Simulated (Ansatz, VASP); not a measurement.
## Two plane-wave programs on ZnS

```
Zn S
1.0
     3.84549    0.00000    0.00000
    -1.92275    3.33029    0.00000
     0.00000    0.00000    6.30533
Zn S
2 2
Direct
  0.23150 0.61575 0.98606
  0.66667 0.33333 0.50522
  0.33333 0.66667 0.37978
  0.66667 0.33333 0.87978
```

Alike in both runs: task single point; functional PBE; k mesh 12 × 12 × 4; occupations gaussian, width 0.05 eV; no spin polarisation.

```csv
,VASP,Ansatz
version,VASP 6.6.1,Ansatz 0.2.0
potentials or method,"VASP PAW PBE potentials, release 64 (Zn, S)","scalar-relativistic, plane waves, PAW"
plane-wave cutoff (eV),520,420
valence electrons in the cell,36,36
```

```csv
,VASP,Ansatz,Ansatz less VASP
gap on the k mesh at the Fermi level (eV),2.01,2.01,-0.007
least direct gap on the mesh (eV),2.01,2.01,-0.007
pressure (GPa),3.5,3.4,-0.14
largest component of the traceless stress (GPa),5.64,5.61,-0.033
rms of the force components (eV/Å),1.804,1.796,-0.0081
```

Atom by atom the forces differ by 0.008 eV/Å (rms over components). With one functional, cell and mesh, what is left measures potentials, basis and numerics.

Caveats: forces of over 1 eV/Å show positions far from the minimum, so gaps and moduli don't describe the material at rest. A k mesh can miss the band edges.
